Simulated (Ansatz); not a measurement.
A 4-atom cell of LiCl (P6_3mc) from a materials database, relaxed with r2SCAN in Ansatz. Space group P6_3mc (No. 186), hexagonal; conventional cell a = 3.894 Å, c = 6.226 Å, 20.44 Å³ an atom. Li is surrounded by 4 Cl at 2.37 Å; Cl is surrounded by 4 Li at 2.37 Å.

The axes x, y and z are those of this cell:
```
CELL_PARAMETERS angstrom
3.89374 0.00000 0.00000
-1.94687 3.37208 0.00000
0.00000 0.00000 6.22588
ATOMIC_POSITIONS crystal
Li 0.66667 0.33333 0.87808
Li 0.33333 0.66667 0.37808
Cl 0.66667 0.33333 0.49692
Cl 0.33333 0.66667 0.99692
```

Unstrained: PBE gives a direct gap of 6.021 eV at Γ. With r2SCAN the gap is 6.685 eV and direct, at Γ. The HSE06 gap is direct at Γ: 7.354 eV. Meshes: PBE 12×12×4, r2SCAN 12×12×4, HSE06 6×6×4. Strains are changes of length per length, and xy shears are angles. After each strain the atoms were relaxed again with r2SCAN within the symmetry that the strain leaves, so tilts or polar shifts that break it weren't tested; points keep the names that they have in the unstrained zone. Spin-unpolarised throughout; all numbers are computed.

(1) Estimate what epitaxial +5.21 % in the xy plane, free normal strain -6.24 % does to the gap.

(2) Estimate what uniaxial +5.25 % along x, other directions held does to the gap.

(3) Estimate what isotropic +5.4 % on every length does to the gap.

(4) Apply xy shear, engineering strain (angle) -3.7 %. How far does the gap move, against the unstrained cell?

(5) Order the strained cells by their HSE06 gap, smallest first.
A. xy shear, engineering strain (angle) -3.7 %
B. isotropic +5.4 % on every length
C. uniaxial +5.25 % along x, other directions held
D. epitaxial +5.21 % in the xy plane

Answers

(1) PBE: the gap goes from 6.021 to 5.620 eV (-0.401 eV). r2SCAN: the gap goes from 6.685 to 6.267 eV (-0.418 eV). HSE06: the gap goes from 7.354 to 6.928 eV (-0.426 eV). The r2SCAN energy rises by 11.8 meV an atom.

(2) PBE: the gap goes from 6.021 to 5.788 eV (-0.233 eV). r2SCAN: the gap goes from 6.685 to 6.440 eV (-0.245 eV). HSE06: the gap goes from 7.354 to 7.106 eV (-0.248 eV). The r2SCAN energy rises by 6.2 meV an atom.

(3) PBE: the gap goes from 6.021 to 5.520 eV (-0.501 eV). r2SCAN: the gap goes from 6.685 to 6.158 eV (-0.527 eV). HSE06: the gap goes from 7.354 to 6.818 eV (-0.536 eV). The r2SCAN energy rises by 36.8 meV an atom.

(4) PBE: the gap goes from 6.021 to 6.020 eV (-0.001 eV). r2SCAN: the gap goes from 6.685 to 6.684 eV (-0.001 eV). HSE06: the gap goes from 7.354 to 7.352 eV (-0.002 eV). The r2SCAN energy rises by 0.8 meV an atom.

(5) B (6.82 eV), D (6.93 eV), C (7.11 eV), A (7.35 eV).

The meshes of the hybrids are coarse, so their gaps aren't converged to the digits shown.
